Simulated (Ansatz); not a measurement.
The bulk modulus of SiO₂ from a series of volumes

Reference cell: a COD entry, ions relaxed with PBE at fixed cell.

Space group P2_13 (No. 198); a = 7.1600 Å.

```
site  Wyckoff  site symmetry       x       y       z
 Si1       4a            .3.  0.2807  0.2807  0.2807
 Si5       4a            .3.  0.0206  0.0206  0.0206
  O9       4a            .3.  0.1505  0.1505  0.1505
 O13      12b              1  0.6398  0.6616  0.0434
```

One atom of each set is listed.

Computed with Ansatz: DFT, PBE, plane waves and PAW, scalar-relativistic, 420 eV cutoff, Γ-centred 4×4×4 k-points, Fermi–Dirac smearing 0.02 eV.

The cell is scaled uniformly, and the ions relax again at each size.

| V/V₀ | pressure (GPa) | gap on the k-mesh (eV) |
| --- | --- | --- |
| 0.94 | 1.8 | 5.82 |
| 0.96 | 1.3 | 5.77 |
| 0.98 | 0.9 | 5.72 |
| 1.00 | 0.8 | 5.68 |
| 1.02 | ? | ? |
| 1.04 | -0.2 | 5.58 |
| 1.06 | -0.5 | 5.53 |

(1) Estimate the row at V/V₀ = 1.02, the equilibrium volume and the bulk modulus.

Answers

(1) pressure (GPa): 0.2; gap on the k-mesh (eV): 5.63. Worked: a parabola in ln(V/V₀) through the other 6 rows gives 0.2 GPa there. It crosses zero pressure at V/V₀ = 1.033, the equilibrium volume of this functional, where the bulk modulus is B = −dP/d ln V = 19 GPa. The gap falls as the cell grows, by 0.024 eV per per cent of volume.

PBE gaps are too small, by a third to a half in many semiconductors; their changes with volume are better.

The database positions were far from equilibrium, so the relaxed structure may not be the compound's real one.
